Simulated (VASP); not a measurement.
# Mn (P6_3/mmc) in VASP: notebook, part 2 of 2

VASP 6.6.1. Earlier steps stand in the parts before.

## (3) Single point, PBE, collinear spin, ferromagnetic start

File INCAR:

```
PREC = Accurate
ENCUT = 340
EDIFF = 1E-6
ISMEAR = 1
SIGMA = 0.1
LREAL = F
LASPH = T
NELM = 100
ALGO = Normal
ISIF = 2
LWAVE = F
LCHARG = F
ISPIN = 2
MAGMOM = 4 4
LORBIT = 11
LMAXMIX = 4
GGA = PE
ADDGRID = F
```

File KPOINTS:

```
regular mesh
0
Gamma
  5 5 3
```

File POSCAR:

```
Mn
1.0
    2.4836457705      0.0000000000      0.0000000000
   -1.2418228853      2.1509003313      0.0000000000
    0.0000000000      0.0000000000      4.0261950000
Mn
2
Direct
    0.3333333333      0.6666666667      0.2500000000
    0.6666666667      0.3333333333      0.7500000000
```

Potentials or basis: VASP PAW PBE potentials, release 64 (Mn_pv).

On the command line:

```
$ cat potpaw_PBE.64/Mn_pv/POTCAR > POTCAR
$ mpirun -np 1 vasp_std > vasp.out
```

Run time: 18 s. Hardware: 1 thread of AMD EPYC, shared host; peak memory 0.09 GiB.

These settings aren't checked as converged: the numbers below hold their error.

Results:

```yaml
Free_energy: -17.9557 eV
Pressure: -3.2 GPa
Band_gap_on_the_k_mesh: none (metal or under the smearing width)
Net_moment: -0.13 μB per cell
Site_moments: Mn -0.06 μB
Valence_electrons_inside_the_program's_atomic_spheres: Mn 11.99
```

Caveat: the k mesh is coarse (spacing up to 0.58 Å⁻¹), so the values aren't converged; the moment fell far below its start of 4 μB, so a state of higher moment may lie lower in energy.

## (4) Single point, PBE, collinear spin, ferromagnetic start

INCAR is that of step 3.

KPOINTS is that of step 3.

File POSCAR:

```
Mn
1.0
    2.4836457705      0.0000000000      0.0000000000
   -1.2418228853      2.1509003313      0.0000000000
    0.0000000000      0.0000000000      4.0261950000
Mn
2
Direct
    0.3276130000      0.6533230000      0.2419640000
    0.6727760000      0.3616470000      0.7542400000
```

Potentials or basis: VASP PAW PBE potentials, release 64 (Mn_pv).

On the command line:

```
$ cat potpaw_PBE.64/Mn_pv/POTCAR > POTCAR
$ mpirun -np 1 vasp_std > vasp.out
```

OUTCAR:

```text
PREC = Accurate
   ENCUT = 340
   EDIFF = 1E-6
   ISMEAR = 1
   LREAL = F
   LASPH = T
   NELM = 100
   ISIF = 2
   ISPIN = 2
   LORBIT = 11
   GGA = PE

 Found     38 irreducible k-points:

 Following reciprocal coordinates:
            Coordinates               Weight
  0.000000  0.000000  0.000000      1.000000
  0.200000  0.000000  0.000000      2.000000
  0.000000  0.200000  0.000000      2.000000
 -0.200000  0.200000  0.000000      2.000000
  0.400000  0.000000  0.000000      2.000000
  0.000000  0.400000  0.000000      2.000000
[... 380 lines left out ...]
  external PRESSURE =     -28.2921607 kB  Pullay stress =       0.0000000 kB

 VOLUME and BASIS-vectors are now :
 -----------------------------------------------------------------------------
  energy-cutoff  :      340.00
  volume of cell :       21.51
      direct lattice vectors                 reciprocal lattice vectors
     2.483645770  0.000000000  0.000000000     0.402633907  0.232460795  0.000000000
    -1.241822885  2.150900331  0.000000000     0.000000000  0.464921589  0.000000000
     0.000000000  0.000000000  4.026195000     0.000000000  0.000000000  0.248373464

 POSITION                                       TOTAL-FORCE (eV/Angst)
 -----------------------------------------------------------------------------------
      0.00236      1.40523      0.97419        -0.056767      0.219525      0.241805
      1.22184      0.77787      3.03672         0.056767     -0.219525     -0.241805
 -----------------------------------------------------------------------------------
    total drift:                               -0.000039     -0.000054     -0.000167

  FREE ENERGIE OF THE ION-ELECTRON SYSTEM (eV)
  ---------------------------------------------------
  free  energy   TOTEN  =       -17.9368992299 eV

  energy  without entropy=      -17.9344261594  energy(sigma->0) =      -17.93607487

 total charge

# of ion       s       p       d       tot
------------------------------------------
    1        0.425   6.386   5.179  11.991
    2        0.425   6.386   5.179  11.991
--------------------------------------------------
tot          0.851  12.772  10.358  23.982

 magnetization (x)

# of ion       s       p       d       tot
------------------------------------------
    1        0.000  -0.000  -0.017  -0.017
    2        0.000  -0.000  -0.017  -0.017
--------------------------------------------------
tot          0.000  -0.000  -0.034  -0.034
```

OSZICAR:

```text
N       E                     dE             d eps       ncg     rms          rms(c)
DAV:   1     0.201948068080E+03    0.20195E+03   -0.12294E+04  3312   0.138E+03
DAV:   2    -0.101694335981E+02   -0.21212E+03   -0.20461E+03  3242   0.376E+02
DAV:   3    -0.174921580724E+02   -0.73227E+01   -0.72704E+01  3537   0.835E+01
DAV:   4    -0.175556397644E+02   -0.63482E-01   -0.63477E-01  3492   0.760E+00
DAV:   5    -0.175567373251E+02   -0.10976E-02   -0.10976E-02  3537   0.101E+00    0.265E+01
DAV:   6    -0.173234570723E+02    0.23328E+00   -0.94297E+00  3437   0.396E+01    0.616E+00
DAV:   7    -0.177529161536E+02   -0.42946E+00   -0.32521E-01  3432   0.583E+00    0.604E+00
DAV:   8    -0.178976310834E+02   -0.14471E+00   -0.46697E-02  3387   0.221E+00    0.261E+00
DAV:   9    -0.179173724865E+02   -0.19741E-01   -0.10189E-01  3572   0.292E+00    0.965E-01
DAV:  10    -0.179362040604E+02   -0.18832E-01   -0.24665E-02  3292   0.154E+00    0.309E-01
DAV:  11    -0.179367313170E+02   -0.52726E-03   -0.25949E-03  3442   0.407E-01    0.122E-01
DAV:  12    -0.179368760876E+02   -0.14477E-03   -0.20305E-04  3422   0.131E-01    0.482E-02
DAV:  13    -0.179368962519E+02   -0.20164E-04   -0.18035E-05  3497   0.338E-02    0.146E-02
DAV:  14    -0.179368985097E+02   -0.22578E-05   -0.26458E-06  2575   0.169E-02    0.861E-03
DAV:  15    -0.179368992299E+02   -0.72021E-06   -0.19900E-06  1818   0.146E-02
   1 F= -.17936899E+02 E0= -.17936075E+02  d E =-.247307E-02  mag=    -0.0403
```

stdout:

```text
POSCAR found type information on POSCAR Mn
 POSCAR found :  1 types and       2 ions
 scaLAPACK will be used
 LDA part: xc-table for (Slater+PW92), standard interpolation
 POSCAR, INCAR and KPOINTS ok, starting setup
 FFT: planning ... GRIDC
 FFT: planning ... GRID_SOFT
 FFT: planning ... GRID
 WAVECAR not read
 entering main loop
```

It took 36 s on 1 thread of AMD EPYC, shared host; peak memory 0.09 GiB.

These settings aren't checked as converged: the numbers below hold their error.

What came out:

* Free energy: -17.9369 eV
* Pressure: -2.8 GPa
* Largest force: 0.331 eV/Å
* Band gap on the k mesh: none (metal or under the smearing width)
* Net moment: -0.03 μB per cell
* Valence electrons inside the program's atomic spheres: Mn 11.99

Caveat: the k mesh is coarse (spacing up to 0.58 Å⁻¹), so the values aren't converged; the starting moments collapsed, and a magnetic state may lie lower.

## (5) Single point, PBE, collinear spin, ferromagnetic start

INCAR: that of step 4 with these lines changed.

```diff
@@ -1,3 +1,3 @@
 PREC = Accurate
-ENCUT = 340
+ENCUT = 650
 EDIFF = 1E-6
```

File KPOINTS:

```
regular mesh
0
Gamma
  4 4 2
```

File POSCAR:

```
Mn
1.0
    2.4836457705      0.0000000000      0.0000000000
   -1.2418228853      2.1509003313      0.0000000000
    0.0000000000      0.0000000000      4.0261950000
Mn
2
Direct
    0.3333333333      0.6666666667      0.2500000000
    0.6666666667      0.3333333333      0.7500000000
```

Potentials or basis: VASP PAW PBE potentials, release 64 (Mn_pv).

On the command line:

```
$ cat potpaw_PBE.64/Mn_pv/POTCAR > POTCAR
$ mpirun -np 1 vasp_std > vasp.out
```

OUTCAR:

```text
PREC = Accurate
   ENCUT = 650
   EDIFF = 1E-6
   ISMEAR = 1
   LREAL = F
   LASPH = T
   NELM = 100
   ISIF = 2
   ISPIN = 2
   LORBIT = 11
   GGA = PE

 Found      8 irreducible k-points:

 Following reciprocal coordinates:
            Coordinates               Weight
  0.000000  0.000000  0.000000      1.000000
  0.250000  0.000000  0.000000      6.000000
  0.500000  0.000000  0.000000      3.000000
  0.250000  0.250000  0.000000      6.000000
  0.000000  0.000000  0.500000      1.000000
  0.250000  0.000000  0.500000      6.000000
[... 379 lines left out ...]
  external PRESSURE =       6.5718430 kB  Pullay stress =       0.0000000 kB

 VOLUME and BASIS-vectors are now :
 -----------------------------------------------------------------------------
  energy-cutoff  :      650.00
  volume of cell :       21.51
      direct lattice vectors                 reciprocal lattice vectors
     2.483645770  0.000000000  0.000000000     0.402633907  0.232460795  0.000000000
    -1.241822885  2.150900331  0.000000000     0.000000000  0.464921589  0.000000000
     0.000000000  0.000000000  4.026195000     0.000000000  0.000000000  0.248373464

 POSITION                                       TOTAL-FORCE (eV/Angst)
 -----------------------------------------------------------------------------------
     -0.00000      1.43393      1.00655        -0.000000     -0.000000      0.000000
      1.24182      0.71697      3.01965         0.000000      0.000000      0.000000
 -----------------------------------------------------------------------------------
    total drift:                               -0.000000      0.000000     -0.000000

  FREE ENERGIE OF THE ION-ELECTRON SYSTEM (eV)
  ---------------------------------------------------
  free  energy   TOTEN  =       -17.8508840661 eV

  energy  without entropy=      -17.8517784440  energy(sigma->0) =      -17.85118219

 total charge

# of ion       s       p       d       tot
------------------------------------------
    1        0.428   6.383   5.181  11.992
    2        0.428   6.383   5.181  11.992
--------------------------------------------------
tot          0.857  12.766  10.362  23.984

 magnetization (x)

# of ion       s       p       d       tot
------------------------------------------
    1       -0.002  -0.006   0.639   0.631
    2       -0.002  -0.006   0.639   0.631
--------------------------------------------------
tot         -0.004  -0.013   1.278   1.262
```

OSZICAR:

```text
N       E                     dE             d eps       ncg     rms          rms(c)
DAV:   1     0.273663590286E+03    0.27366E+03   -0.17576E+04   688   0.202E+03
DAV:   2    -0.717028075869E+01   -0.28083E+03   -0.27064E+03   677   0.481E+02
DAV:   3    -0.176598140426E+02   -0.10490E+02   -0.10362E+02   727   0.106E+02
DAV:   4    -0.177634612382E+02   -0.10365E+00   -0.10363E+00   757   0.105E+01
DAV:   5    -0.177654748698E+02   -0.20136E-02   -0.20136E-02   732   0.147E+00    0.264E+01
DAV:   6    -0.174465048136E+02    0.31897E+00   -0.96765E+00   702   0.403E+01    0.646E+00
DAV:   7    -0.178141131166E+02   -0.36761E+00   -0.37170E-01   717   0.631E+00    0.425E+00
DAV:   8    -0.178580489341E+02   -0.43936E-01   -0.15008E-02   747   0.164E+00    0.875E-01
DAV:   9    -0.178526163535E+02    0.54326E-02   -0.27662E-03   737   0.518E-01    0.498E-01
DAV:  10    -0.178505669856E+02    0.20494E-02   -0.19048E-03   717   0.499E-01    0.178E-01
DAV:  11    -0.178508588603E+02   -0.29187E-03   -0.39804E-04   717   0.247E-01    0.488E-02
DAV:  12    -0.178508835077E+02   -0.24647E-04   -0.30234E-05   792   0.710E-02    0.130E-02
DAV:  13    -0.178508840661E+02   -0.55839E-06   -0.25654E-06   542   0.195E-02
   1 F= -.17850884E+02 E0= -.17851182E+02  d E =0.894378E-03  mag=     1.2810
```

Wall time 30 s (1 thread of AMD EPYC, shared host); peak memory 0.13 GiB.

These settings aren't checked as converged: the numbers below hold their error.

Results:

```
Free energy                                           : -17.8509 eV
Pressure                                              : 0.7 GPa
Band gap on the k mesh                                : none (metal or under the smearing width)
Net moment                                            : 1.28 μB per cell
Site moments                                          : Mn +0.63 μB
Valence electrons inside the program's atomic spheres : Mn 11.99
```

Caveat: the k mesh is coarse (spacing up to 0.78 Å⁻¹), so the values aren't converged; the moment fell far below its start of 4 μB, so a state of higher moment may lie lower in energy.

## (6) The reference run

An earlier run on the cell as given: functional PBE; potentials or basis VASP PAW PBE potentials, release 64 (Mn_pv); cutoff 520 eV; k mesh 12 × 12 × 7; occupations fermi-dirac, width 0.05 eV; collinear spin, ferromagnetic start; starting moments [4.0, 4.0] μB.

- Pressure: -1.3 GPa
- Band gap on the k mesh: none (metal or under the smearing width)
- Net moment: 0.00 μB per cell
- Valence electrons inside the program's atomic spheres: Mn 11.98
